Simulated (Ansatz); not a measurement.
Hf2S: how the energy converges with the cutoff

Hf2S, P1, a = 3.436 Å, b = 3.394 Å, c = 11.775 Å, α, β, γ = 91.1°, 89.8°, 121.4°. Ansatz: PBEsol, PAW, cutoff varied, Γ-centred 10×10×4 mesh on 6 atoms, Gaussian smearing 0.10 eV; no spin polarisation. Single points at one geometry with displaced atoms, the cutoff alone changed; ΔE is the energy at zero smearing over the run at 420 eV. The runs up to 350 eV lie under the cutoff recommended for these PAW datasets.

```tsv
cutoff (eV)	ΔE (meV/atom)
200	?
250	660.79
300	62.91
350	3.44
```

Q: Assume ΔE falls exponentially with the cutoff, fit y = ln ΔE against x, the cutoff in eV, to the other rows, and predict the missing value.

A: y = 6.493, 4.142, 1.235. Means x = 300.0, y = 3.9567; Σ(Δx)² = 5000, ΣΔxΔy = -262.9; the slope is their ratio. y = 19.73 − 0.05258 x, a factor of ten per 44 eV. At 200 eV this gives ΔE = 10036.66 meV/atom. The run gave 3920.90, a ratio of 2.56. Between neighbouring rows the decay runs from a factor of ten per 40 eV to one per 65 eV, so one exponential is only a rough guide.

Cost: 5 runs of about 9.4 core-minutes in all, on Arm Neoverse V2 (shared hosts).